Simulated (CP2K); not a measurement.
**PbS (Galena) in CP2K: the effect of functional**

The system is PbS (Galena).

```xyz
2
Lattice="4.1942 0.0000 0.0000 2.0971 3.6323 0.0000 2.0971 1.2108 3.4246" Properties=species:S:1:pos:R:3 pbc="T T T"
Pb    0.0000    0.0000    0.0000
S     4.1942    2.4215    1.7123
```

Alike in all runs:

| Item | Value |
| --- | --- |
| Program | CP2K 2026.2 |
| Task | band structure |
| Potentials or basis | POTENTIAL_UZH Pb GTH-PBE-q4, S GTH-PBE-q6; TZVP-MOLOPT-PBE-GTH basis |
| Density cutoff | 9184 eV |
| k mesh | 8 × 8 × 8 |
| Occupations | fermi-dirac, width 0.05 eV |
| Spin | no spin polarisation |

Q: One run gave: gap on the mesh 1.03 eV; pressure 0.4 GPa. Which functional did it use?
A. HLE17
B. PW91
C. AM05
D. PBEsol
E. LDA

A: A.

| functional | gap on the mesh (eV) | pressure (GPa) |
| --- | --- | --- |
| PBE | 0.23 | 2.9 |
| LDA | 0.09 | 1.3 |
| PBEsol | 0.10 | 1.5 |
| AM05 | 0.13 | 1.6 |
| optB88-vdW | 0.37 | 4.1 |
| PW91 | 0.25 | 3.0 |
| HLE17 | 1.03 | 0.4 |

Caveats: spin-orbit coupling is left out, which as a rule narrows the gap of such compounds by several tenths of an eV; the basis of atomic orbitals isn't converged, which shifts pressures, moduli and gaps; the potentials were made for another functional, which shifts forces and pressure (some runs); the potentials were made for a functional far from this one (some runs).

